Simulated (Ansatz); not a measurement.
Runs of Ansatz 0.2.0 on Ti. The structure is hexagonal, space group P6_3/mmc (No. 194). Conventional cell: a = 2.950 Å, b = 2.950 Å, c = 4.680 Å, α = 90.00°, β = 90.00°, γ = 120.00°. Around Ti (site symmetry -6m2) lie 12 Ti at 2.89 to 2.95 Å. 

```tsv
task	level	potentials or basis	spin	cell	k mesh	cutoff (eV)	smearing	driver	points for each segment of the path	mesh quality	gap on the mesh (eV)	pressure (GPa)	relaxed volume (Å³/atom)
single point	PBE	Ansatz PAW	off	as given	10 × 10 × 6	420	gaussian 0.05 eV	-	-	not flagged	none	-1.4	-
single point	PBEsol+D3(BJ)+ATM	PseudoDojo PBEsol	non-collinear, ferrimagnetic start	as given	10 × 10 × 6	1143	methfessel-paxton 0.15 eV	calculator	-	not flagged	-	-10.1	-
band structure	PBE	SPMS NC	off	as given	10 × 10 × 6	707	fermi-dirac 0.05 eV	-	14	not flagged	none	-1.3	-
relaxation of cell and atoms	revPBE+D3(BJ)	Ansatz PAW	off	relaxed	10 × 10 × 6	420	fermi-dirac 0.05 eV	-	-	not flagged	-	0.0	(b)
relaxation of cell and atoms	PBE0	Ansatz PAW	off	relaxed	5 × 5 × 3	420	fermi-dirac 0.05 eV	-	-	coarse	none	-	17.09
single point	PBE	Ansatz PAW	off	as given	10 × 10 × 6	420	gaussian 0.011 eV	-	-	not flagged	none	-1.4	-
relaxation of cell and atoms	PBE+D3(BJ)	Ansatz PAW	off	relaxed	10 × 10 × 6	420	fermi-dirac 0.05 eV	-	-	not flagged	none	0.0	(a)
relaxation of cell and atoms	revPBE	Ansatz PAW	off	relaxed	10 × 10 × 6	420	fermi-dirac 0.05 eV	-	-	not flagged	-	0.0	17.77
```

Q: Fill in the values left out.

A: (a) 16.50; (b) 16.07.

Caveats: some runs use coarse meshes; the plane-wave basis is chosen anew once the cell has moved, so the energies of steps on either side of that aren't comparable (some runs); the PAW data sets come from PBE, with cores solved anew for the run's functional, which leaves a small shift of forces and pressure (some runs); the potentials were made for another functional, which shifts forces and pressure (some runs); pairwise dispersion overbinds metals, which lowers pressure and volume (some runs).

A k mesh can miss the band edges.

A gap of «none» marks a metal or a gap under the smearing width.

Not every run made on this cell is shown here.
